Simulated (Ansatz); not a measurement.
Runs of Ansatz 0.2.0 on TiC. Symmetry: Fm-3m, No. 225, cubic system. The conventional cell has a = 4.331 Å, b = 4.331 Å, c = 4.331 Å, α = 90.00°, β = 90.00°, γ = 90.00°. Around Ti (site symmetry m-3m) lie 6 C at 2.17 Å. Around C (site symmetry m-3m) lie 6 Ti at 2.17 Å. The cell is a database's computed one.

```tsv
task	level	cell	cutoff (eV)	smearing	gap on the mesh (eV)	pressure (GPa)	relaxed volume (Å³/atom)
single point	PBE	as given	313	gaussian 0.029 eV	none	0.2	-
single point	PBE	as given	313	gaussian 0.024 eV	none	0.2	-
relaxation of cell and atoms	revPBE+D3(BJ)	relaxed	-	fermi-dirac 0.05 eV	-	0.0	9.73
single point	PBE	as given	313	gaussian 0.021 eV	none	0.2	-
relaxation of cell and atoms	PBEsol+D4	relaxed	-	fermi-dirac 0.05 eV	-	0.0	(a)
```

Alike in all rows: potentials or basis all-electron LAPW, scalar-relativistic; no spin polarisation; k mesh 11 × 11 × 11; basis error allowed 0.001 eV/atom.

Task: Fill in the values left out.

Result: (a) 9.79.

A gap of «none» marks a metal or a gap under the smearing width.
